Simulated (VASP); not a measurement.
A run of VASP 6.6.1 is set up as follows.

Contents of INCAR:

```
SYSTEM = ZnSnN2
PREC = Normal
ENCUT = 520
EDIFF = 1E-4
ISMEAR = 0
SIGMA = 0.15
LREAL = .False.
LASPH = .True.
NELM = 60
ALGO = Fast
ISIF = 3
LWAVE = .False.
LCHARG = .False.
GGA = PE
IBRION = 2
NSW = 24
EDIFFG = -0.08
```

File KPOINTS:

```
Automatic mesh
0
Gamma
  4 4 4
  0 0 0
```

The input POSCAR:

```
ZnSnN2
1.0
   -2.3820736400      2.3820736400      4.7900393900
    2.3820736400     -2.3820736400      4.7900393900
    2.3820736400      2.3820736400     -4.7900393900
Zn Sn N
2 2 4
Direct
    0.7500000000      0.2500000000      0.5000000000
    0.0000000000      0.0000000000      0.0000000000
    0.2500000000      0.7500000000      0.5000000000
    0.5000000000      0.5000000000      0.0000000000
    0.0100000000      0.5100000000      0.5000000000
    0.4900000000      0.9900000000      0.5000000000
    0.2600000000      0.2600000000      0.0000000000
    0.7400000000      0.7400000000      0.0000000000
```

Potentials or basis: VASP PAW PBE potentials, release 64 (Zn, Sn_d, N).

Launch:

```sh
$ cat potpaw_PBE.64/Zn/POTCAR potpaw_PBE.64/Sn_d/POTCAR potpaw_PBE.64/N/POTCAR > POTCAR
$ mpirun -np 1 vasp_std > vasp.out
```

What does it give for the relaxed volume?

11.74 Å³/atom.

Estimate the relaxed cell.

a = 5.701 Å, b = 5.701 Å, c = 5.701 Å, α = 134.12°, β = 134.12°, γ = 66.90°.

Estimate the band gap on the k mesh.

none (metal or under the smearing width).

What does it give for the space group after relaxing (to 0.05 Å)?

I4_1/amd (No. 141).

Forces in eV/Å, atoms in the order of the input:
```
Zn   0.000  0.000  0.000
Zn   0.000  0.000  0.000
Sn   0.000  0.000  0.000
Sn   0.000  0.000  0.000
N    0.000  0.000  0.055
N    0.000  0.000 -0.055
N    0.000  0.000  0.055
N    0.000  0.000 -0.055
```

Caveat: the k mesh is coarse (spacing up to 0.47 Å⁻¹), so the values aren't converged; the relaxation stopped at a loose force limit of 0.08 eV/Å, so its end isn't a converged minimum.
